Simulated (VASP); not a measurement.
**HfN under changes of volume**

One of the cells (15.089 Å³/atom); the others are scaled copies at fixed shape and fractional positions:

```
Hf N
1.0
     0.00000    2.47108    2.47108
     2.47108    0.00000    2.47108
     2.47108    2.47108    0.00000
Hf N
1 1
Cartesian
  0.0000 0.0000 0.0000
  1.2355 1.2355 1.2355
```

The cell comes from a database or a generator and needn't be the stable form of this composition.

* Program: VASP 6.6.1
* Functional: PBEsol
* Potentials or basis: VASP PAW PBE potentials, release 64 (Hf_pv, N)
* Cutoff: 520 eV
* k mesh: 9 × 9 × 9
* Occupations: fermi-dirac, width 0.05 eV
* Spin: no spin polarisation

```csv
volume (Å³/atom),energy over the lowest point (meV/atom),pressure (GPa)
13.906,8.60,7.0
14.201,?,?
14.497,0.00,-2.1
15.089,21.36,-9.4
15.385,41.54,-12.5
15.681,67.19,-15.3
```

Problem. What does the run at 14.201 Å³/atom give?

Solution. Energy over the lowest point 0.15 meV/atom; pressure 2.2 GPa.

Worked out: A Birch-Murnaghan fit of order 3 (a polynomial in V^(-2/3)) to the other rows has its minimum at 14.35 Å³/atom with B0 = V·E''(V) = 206 GPa and B' = 4.0. It gives 0.17 meV/atom at 14.201 Å³/atom, against the run's 0.15, and -dE/dV = 2.3 GPa, against 2.2.

Energies are extrapolated to zero smearing.

Caveats: the PAW data sets were made with another functional, which shifts forces and pressure a little.
